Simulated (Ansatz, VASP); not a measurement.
One calculation of Cs, two programs

```
Cs
1.0
     4.53505    0.00000    0.00000
     0.00000    4.53505    0.00000
     0.00000    0.00000    4.53505
Cs
1
Direct
  0.00000 0.00000 0.00000
```

Change from the starting cell: volume scaled by 0.9, LAPW.

Alike in both runs: task single point; functional LDA; k mesh 8 × 8 × 8; occupations fermi-dirac, width 0.1 eV; no spin polarisation.

```csv
,VASP,Ansatz
version,VASP 6.6.1,Ansatz 0.2.0
potentials or method,"VASP PAW LDA potentials, release 64 (Cs_sv), cutoff 520 eV","all-electron LAPW, scalar-relativistic"
```

|  | VASP | Ansatz | Ansatz less VASP |
| --- | --- | --- | --- |
| pressure (GPa) | 0.2 | 0.3 | +0.01 |

Ansatz ran all-electron here, so the differences hold the error of VASP's frozen core and of both bases.

The runs have no spin-orbit coupling, so splittings on Cs are missing.
